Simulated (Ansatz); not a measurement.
A run of Ansatz 0.2.0:

input.yaml

```yaml
crystal:
  lattice:
    - [3.2115377864, 0.0, 0.0]
    - [-1.6057688932, 2.7812733083, 0.0]
    - [0.0, 0.0, 10.35684]
  atoms:
    - { symbol: Ga, position: [0.0, 0.0, 0.785868] }
    - { symbol: Ga, position: [0.6666666667, 0.3333333333, 0.037349] }
    - { symbol: Ga, position: [0.3333333333, 0.6666666667, 0.537349] }
    - { symbol: Ga, position: [0.0, 0.0, 0.285868] }
    - { symbol: "N", position: [0.0, 0.0, 0.093038] }
    - { symbol: "N", position: [0.6666666667, 0.3333333333, 0.343745] }
    - { symbol: "N", position: [0.0, 0.0, 0.593038] }
    - { symbol: "N", position: [0.3333333333, 0.6666666667, 0.843745] }
hamiltonian:
  xc: pbesol
  pseudopotentials: { kind: paw }
kpoints:
  mp_grid: { grid: [10, 10, 3] }
  band_path:
    path:
      - [[0.0, 0.0, 0.0], [0.5, 0.0, 0.0], [0.3333333333, 0.3333333333, 0.0], [0.0, 0.0, 0.0], [0.0, 0.0, 0.5], [0.5, 0.0, 0.5], [0.3333333333, 0.3333333333, 0.5], [0.0, 0.0, 0.5]]
      - [[0.5, 0.0, 0.5], [0.5, 0.0, 0.0]]
      - [[0.3333333333, 0.3333333333, 0.0], [0.3333333333, 0.3333333333, 0.5]]
    npoints: 10
scf:
  occupations: { method: fermi_dirac, width: 0.05 }
  n_extra_bands: 20
output:
  forces: true
  stress: true
  eigenvalues: true
  fatbands: true
```

Potentials or basis: Ansatz PAW.

The run is started by

```console
$ ansatz run input.yaml --threads 4 --pin off --max-ram 11264MiB --backend cpu --events-out ev --progress --plain --runs-dir out
```

Hardware: 4 threads of Intel(R) Xeon(R) 6975P-C (Granite Rapids) (shared host).

Q: How long does it take, and how much memory?

A: Run time: 6.4 s on 4 threads of Intel(R) Xeon(R) 6975P-C (Granite Rapids), on a shared host, peak memory 0.62 GiB. Counts: scf iterations 8, plane waves 1835, k points 28, bands 56.
